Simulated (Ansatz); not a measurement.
The system is La.

```
CELL_PARAMETERS angstrom
3.75000 0.00000 0.00000
-1.87500 3.24760 0.00000
0.00000 0.00000 6.07000
ATOMIC_POSITIONS crystal
La 0.66667 0.33333 0.75000
La 0.33333 0.66667 0.25000
```

This isn't the form of La at room conditions, which is double hcp.

Base run:

| Item | Value |
| --- | --- |
| Program | Ansatz 0.2.0 |
| Functional | PBEsol |
| Potentials or basis | all-electron LAPW, scalar-relativistic |
| Cutoff | 120 eV |
| Density cutoff | 482 eV |
| Basis error allowed | 0.001 eV/atom |
| k mesh | 8 × 8 × 5 |
| Occupations | fermi-dirac, width 0.05 eV |
| Spin | no spin polarisation |

Its results: pressure -1.4 GPa.

The run is repeated on the same cell with these changes: potentials or basis from all-electron LAPW, scalar-relativistic to all-electron LAPW, non-relativistic. What comes out?

Pressure -4.3 GPa.

Caveats: relativity is left out, which matters for the heavier elements (some runs).

Not every run made on this cell is shown here.
